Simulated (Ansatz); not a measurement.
Relaxed-ion elastic tensor of GeO2 (rutile, P4_2/mnm) in GPa (Voigt order), plane-wave PAW PBEsol (Ansatz code); density 6.14 g/cm³, 9.43 Å³ per atom.

```json
[
 {"": "1", "1": "291", "2": "172", "3": "167", "4": "0.0", "5": "0.0", "6": "0.0"},
 {"": "2", "1": "172", "2": "291", "3": "167", "4": "0.0", "5": "0.0", "6": "0.0"},
 {"": "3", "1": "167", "2": "167", "3": "536", "4": "0.0", "5": "0.0", "6": "0.0"},
 {"": "4", "1": "0.0", "2": "0.0", "3": "0.0", "4": "141", "5": "0.0", "6": "0.0"},
 {"": "5", "1": "0.0", "2": "0.0", "3": "0.0", "4": "0.0", "5": "141", "6": "0.0"},
 {"": "6", "1": "0.0", "2": "0.0", "3": "0.0", "4": "0.0", "5": "0.0", "6": "244"}
]
```

### Question
Is the crystal mechanically stable?

### Answer
Yes: the smallest eigenvalue of C is 119 GPa.

### Question
Work out the Voigt, Reuss and Hill averages.

### Answer
K_V = 237, K_R = 222, K_H = 229; G_V = 146, G_R = 118, G_H = 132 GPa.

### Question
Give Young's modulus, Poisson's ratio, Pugh's ratio and the universal anisotropy index.

### Answer
E = 9KG/(3K + G) = 332 GPa; ν = 0.26; K/G = 1.74 (near the Pugh limit of 1.75, no verdict); A_U = 5G_V/G_R + K_V/K_R − 6 = 1.27.

### Question
Estimate the sound speeds and the Debye temperature.

### Answer
v_l = √((K + 4G/3)/ρ) = 8120 m/s, v_t = √(G/ρ) = 4630 m/s, mean 5150 m/s; Θ = (h/k)(3n/4πV)^(1/3) v_m = 726 K.

### Question
How much does each axis shrink under pressure?

### Answer
Linear compressibilities β_i = Σ_j S_ij (j = 1 to 3): x 1.9, y 1.9, z 0.67 per TPa.

Symmetry was held in the PBEsol relaxation.

Potentials: the earlier of the program's two PAW sets. The files were generated under PBE; for other functionals the program regenerates the frozen cores, and for LDA and PBEsol the local potential too.
